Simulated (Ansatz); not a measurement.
Before relaxation, (100) slab as cut from the bulk (ZnS, F-43m (No. 216), (1 0 0) face):

```yaml
crystal:
  lattice:
    - [3.78763, 0.00000, 0.00000]
    - [0.00000, 3.78763, 0.00000]
    - [0.00000, 0.00000, 27.05217]
  atoms:
    - { symbol: S, position: [0.00000, 0.50000, 0.27724] }
    - { symbol: Zn, position: [0.50000, 0.50000, 0.32674] }
    - { symbol: S, position: [0.50000, 0.00000, 0.37625] }
    - { symbol: Zn, position: [0.00000, 0.00000, 0.42575] }
    - { symbol: S, position: [0.00000, 0.50000, 0.47525] }
    - { symbol: Zn, position: [0.50000, 0.50000, 0.52475] }
    - { symbol: S, position: [0.50000, 0.00000, 0.57425] }
    - { symbol: Zn, position: [0.00000, 0.00000, 0.62375] }
    - { symbol: S, position: [0.00000, 0.50000, 0.67326] }
    - { symbol: Zn, position: [0.50000, 0.50000, 0.72276] }
```

Computed with DFT PBEsol, scalar-relativistic, plane waves, PAW (Ansatz 0.2.0). Cutoff 420 eV; k points 7×7×1 on the computed 10-atom cell (Γ-centred); Gaussian smearing, width 0.05 eV; no spin polarisation. The cell repeats along c with a dipole correction in the vacuum.

All atoms are free. The cell is fixed. Force threshold 0.02 eV/Å.

| step | E − E_final (eV) | largest force (eV/Å) |
| --- | --- | --- |
| 1 | 0.065 | 0.594 |
| 2 | 0.031 | 0.389 |
| 3 | 0.000 | 0.035 |
| 4 | 0.000 | 0.029 |
| 5 | 0.000 | 0.002 |

Problem. What is the final structure?

Solution.
```xyz
10
Lattice="3.7876 0.0000 0.0000 0.0000 3.7876 0.0000 0.0000 0.0000 27.0522" Properties=species:S:1:pos:R:3 pbc="T T T"
S     0.0000    1.8938    7.5279
Zn    1.8938    1.8938    8.7732
S     1.8938    0.0000   10.2039
Zn    0.0000    0.0000   11.4737
S     0.0000    1.8938   12.8770
Zn    1.8938    1.8938   14.1563
S     1.8938    0.0000   15.5587
Zn    0.0000    0.0000   16.8439
S     0.0000    1.8938   18.2679
Zn    1.8938    1.8938   19.5783
```

Cost: 1 run of about 3.3 core-minutes, on Intel Xeon Platinum 8259CL (Skylake/Cascade Lake) (shared hosts).